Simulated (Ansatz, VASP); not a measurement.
# Two plane-wave programs on Ni

INCAR

```
SYSTEM = Ni
PREC = Accurate ; ENCUT = 520
EDIFF = 1E-6 ; ISMEAR = -1
SIGMA = 0.05 ; LREAL = .FALSE.
LASPH = .TRUE. ; NELM = 150
ALGO = Normal ; ISIF = 2
LWAVE = .FALSE. ; LCHARG = .FALSE.
ISPIN = 2 ; MAGMOM = 0.6
LORBIT = 11 ; LMAXMIX = 4
GGA = PE ; NBANDS = 15
```

KPOINTS

```
regular mesh
0
G
  16 16 16
  0 0 0
```

File POSCAR:

```
Ni
1.0
   -1.3837154700      1.3837154700      1.3837154700
    1.3837154700     -1.3837154700      1.3837154700
    1.3837154700      1.3837154700     -1.3837154700
Ni
1
Direct
    0.0000000000      0.0000000000      0.0000000000
```

Input for Ansatz:

```yaml
crystal:
  lattice:
    - [-1.38371547, 1.38371547, 1.38371547]
    - [1.38371547, -1.38371547, 1.38371547]
    - [1.38371547, 1.38371547, -1.38371547]
  atoms:
    - { symbol: Ni, position: [0.0, 0.0, 0.0], spin: 0.6 }
magnetization:
  spin_polarized: true
kpoints:
  mp_grid: { grid: [16, 16, 16] }
  band_path:
    path:
      - [0.0, 0.0, 0.0]
      - [0.5, -0.5, 0.5]
      - [0.0, 0.0, 0.5]
      - [0.0, 0.0, 0.0]
      - [0.25, 0.25, 0.25]
      - [0.5, -0.5, 0.5]
      - [0.25, 0.25, 0.25]
      - [0.0, 0.0, 0.5]
    npoints: 8
scf:
  occupations: { method: fermi_dirac, width: 0.05 }
  lower_state_search: "off"
hamiltonian:
  xc: pbe
  pseudopotentials: { kind: paw }
output:
  eigenvalues: false
  eigenstates:
    nscf_kmesh: { grid: [16, 16, 16] }
    top_band: c10
    exchange_couplings: { magnetic: [{ species: Ni }] }
  write_density: true
  write_potential: true
  elf: true
  volumetric_format: npy
```

Alike in both runs: task single point; functional PBE; k mesh 16 × 16 × 16; occupations fermi-dirac, width 0.05 eV; collinear spin.

|  | VASP | Ansatz |
| --- | --- | --- |
| version | VASP 6.6.1 | Ansatz 0.2.0 |
| potentials or method | VASP PAW PBE potentials, release 64 (Ni) | PAW with Ansatz's default frozen-core files, scalar-relativistic |
| plane-wave cutoff (eV) | 520 | 420 |
| valence electrons in the cell | 10 | 18 |

VASP gave:

* net moment per atom (μB): 0.54
* size of the moment on the site where the two differ most (μB): 0.54

Question: Estimate Ansatz's values.

Answer: net moment per atom (μB): 0.54; size of the moment on the site where the two differ most (μB): 0.57.

Site moments also hang on the region over which each program counts them. The two sets of potentials don't hold the same shells in valence.
